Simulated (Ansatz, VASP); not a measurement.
Given: the input of a run of VASP 6.6.1 on MoS2.

File INCAR:

```
ALGO     = Normal         # electronic algorithm
EDIFF    = 1E-6           # SCF threshold, eV
ENCUT    = 520            # plane-wave cutoff, eV
GGA      = PS             # functional
ISIF     = 2              # what is computed and relaxed
ISMEAR   = -1             # smearing method
LASPH    = T              # aspherical terms in the spheres
LCHARG   = F              # write CHGCAR
LREAL    = F              # projectors in reciprocal space
LWAVE    = F              # write WAVECAR
NBANDS   = 20             # bands
NELM     = 60             # most SCF steps
PREC     = Accurate       # precision mode
SIGMA    = 0.05           # smearing width, eV
```

Contents of KPOINTS:

```
k-points
0
Gamma
  10 10 10
```

The input POSCAR:

```
MoS2
1.0
    1.5693956536      0.9060910031      6.1087235885
   -1.5693956536      0.9060910031      6.1087235885
    0.0000000000     -1.8121820061      6.1087235885
Mo S
1 2
Direct
    0.0000000000      0.0000000000      0.0000000000
    0.4170000000      0.4170000000      0.4170000000
    0.2500000000      0.2500000000      0.2500000000
```

Potentials or basis: VASP PAW PBE potentials, release 64 (Mo_sv, S).

Command:

```sh
$ cat potpaw_PBE.64/Mo_sv/POTCAR potpaw_PBE.64/S/POTCAR > POTCAR
$ mpirun -np 1 vasp_std > vasp.out
```

**Question.** Translate it to Ansatz 0.2.0. Potentials there: all-electron LAPW, scalar-relativistic.

**Answer.** As run (the cutoff follows the program's own potentials):

File input.yaml:

```yaml
crystal:
  lattice:
    - [1.5693956536, 0.9060910031, 6.1087235885]
    - [-1.5693956536, 0.9060910031, 6.1087235885]
    - [0.0, -1.8121820061, 6.1087235885]
  atoms:
    - { symbol: Mo, position: [0.0, 0.0, 0.0] }
    - { symbol: S, position: [0.417, 0.417, 0.417] }
    - { symbol: S, position: [0.25, 0.25, 0.25] }
kpoints:
  mp_grid: { grid: [10, 10, 10] }
scf:
  occupations: { method: fermi_dirac, width: 0.05 }
hamiltonian:
  xc: pbesol
  pseudopotentials: { kind: all_electron, lapw: { basis_error: 0.001 } }
output:
  forces: true
  stress: true
  eigenvalues: true
```

Potentials or basis: all-electron LAPW, scalar-relativistic.

Run with:

```sh
$ ansatz run input.yaml --threads 2 --pin off --max-ram 8192MiB --backend cpu --events-out ev --progress --plain --runs-dir out
```

Both were run:

|  | VASP | Ansatz | Ansatz less VASP |
| --- | --- | --- | --- |
| gap on the k mesh at the Fermi level (eV) | 0.91 | 0.89 | -0.014 |
| least direct gap on the mesh (eV) | 2.02 | 2.02 | -0.004 |
| pressure (GPa) | 3.6 | 3.7 | +0.04 |
| largest component of the traceless stress (GPa) | 2.22 | 2.23 | +0.012 |
| rms of the force components (eV/Å) | 0.271 | 0.272 | +0.0006 |

Atom by atom the forces differ by 0.001 eV/Å (rms over components). Ansatz ran all-electron here, so the differences hold the error of VASP's frozen core and of both bases.

Caveats: the PAW data sets were made with another functional, which shifts forces and pressure a little (VASP). A k mesh can miss the band edges.
